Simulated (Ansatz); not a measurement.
# BeTe (zincblende type): the cost of one run

Computed with Ansatz 0.2.0 (DFT PBE, with the methods named in each step, unless a step's input says otherwise).

1 further run of the same task is left out (it didn't finish).

## (1) The structure to begin with

It takes space group F-43m (No. 216, cubic). Conventional cell: a = 5.665 Å, b = 5.665 Å, c = 5.665 Å, α = 90.00°, β = 90.00°, γ = 90.00°. Be (site symmetry -43m) is surrounded by 4 Te at 2.45 Å. Te (site symmetry -43m) is surrounded by 4 Be at 2.45 Å.

Coordinates:

```
Be Te
1.0
     0.00000    2.83227    2.83227
     2.83227    0.00000    2.83227
     2.83227    2.83227    0.00000
Be Te
1 1
Direct
  0.00000 0.00000 0.00000
  0.25000 0.25000 0.25000
```

Whether this phase is the stable one at these pressures isn't tested.

Atoms are numbered in the order of the input: Be1, Te2.

## (2) The reference volume, LAPW

The input, input.yaml:

```yaml
crystal:
  lattice:
    - [0.0, 2.8322687573, 2.8322687573]
    - [2.8322687573, 0.0, 2.8322687573]
    - [2.8322687573, 2.8322687573, 0.0]
  atoms:
    - { symbol: Be, position: [0.0, 0.0, 0.0] }
    - { symbol: Te, position: [0.25, 0.25, 0.25] }
kpoints:
  mp_grid: { grid: [13, 13, 13] }
  band_path:
    path:
      - [0.0, 0.0, 0.0]
      - [-0.5, -0.5, 0.0]
      - [-0.375, -0.375, 0.25]
      - [-0.375, 0.0, 0.375]
      - [0.0, 0.0, 0.0]
      - [0.0, 0.0, 0.5]
      - [-0.5, -0.25, 0.25]
      - [-0.5, -0.5, 0.0]
    npoints: 14
scf:
  occupations: { method: fermi_dirac, width: 0.1 }
hamiltonian:
  xc: pbe
  pseudopotentials: { kind: all_electron, lapw: { basis_error: 0.001 } }
output:
  forces: true
  stress: true
  eigenvalues: true
  populations: true
  dos: { projected: true, de: 0.2, e_range: [-14, 8] }
```

Run with:

```console
$ ansatz run input.yaml --threads 1 --pin off --max-ram 2048MiB --backend cpu --events-out ev --progress --plain --runs-dir out
```

What time and memory should one allow on 1 thread of Arm Neoverse V2, shared host?

About 18 s, with a peak of 0.3 GiB.
